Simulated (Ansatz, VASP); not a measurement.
## Ru: VASP beside Ansatz

The input INCAR:

```
SYSTEM = Ru
PREC = Accurate
ENCUT = 520
EDIFF = 1E-6
ISMEAR = 0
SIGMA = 0.15
LREAL = .False.
LASPH = .True.
NELM = 100
ALGO = Fast
ISIF = 2
LWAVE = .False.
LCHARG = .True.
GGA = PS
LELF = .True.
LVHAR = .True.
NBANDS = 21
```

File KPOINTS:

```
regular mesh
0
Gamma
  21 21 12
  0 0 0
```

File POSCAR:

```
Ru
1.0
    2.6752746592      0.0000000000      0.0000000000
   -1.3376373296      2.3168558170      0.0000000000
    0.0000000000      0.0000000000      4.2295975421
Ru
2
Direct
    0.3333333333      0.6666666667      0.2500000000
    0.6666666667      0.3333333333      0.7500000000
```

Input for Ansatz:

```yaml
crystal:
  lattice:
    - [2.6752746592, 0.0, 0.0]
    - [-1.3376373296, 2.316855817, 0.0]
    - [0.0, 0.0, 4.2295975421]
  atoms:
    - { symbol: Ru, position: [0.3333333333, 0.6666666667, 0.25] }
    - { symbol: Ru, position: [0.6666666667, 0.3333333333, 0.75] }
basis:
  ecutwfc: 420
kpoints:
  mp_grid: { grid: [21, 21, 12] }
hamiltonian:
  xc: pbesol
  pseudopotentials: { kind: paw, azcp: { folder: soft_1 } }
scf:
  occupations: { method: gaussian, width: 0.15 }
output:
  forces: true
  stress: true
  eigenvalues: true
```

Alike in both runs: task single point; functional PBEsol; k mesh 21 × 21 × 12; occupations gaussian, width 0.15 eV; no spin polarisation.

|  | VASP | Ansatz |
| --- | --- | --- |
| version | VASP 6.6.1 | Ansatz 0.2.0 |
| potentials or method | VASP PAW PBE potentials, release 64 (Ru_pv) | scalar-relativistic, plane waves, PAW |
| plane-wave cutoff (eV) | 520 | 420 |
| valence electrons in the cell | 28 | 32 |

```tsv
	VASP	Ansatz	Ansatz less VASP
gap on the k mesh at the Fermi level (eV)	none	none	-
pressure (GPa)	5.8	5.9	+0.07
largest component of the traceless stress (GPa)	0.29	0.30	+0.004
```

A gap of «none» marks a metal or a gap that the smearing closes. With one functional, cell and mesh, what is left measures potentials, basis and numerics. The two sets of potentials don't hold the same shells in valence. Ansatz warned: «pseudo_functional_mismatch».

Caveats: the PAW data sets were made with another functional, which shifts forces and pressure a little (VASP).
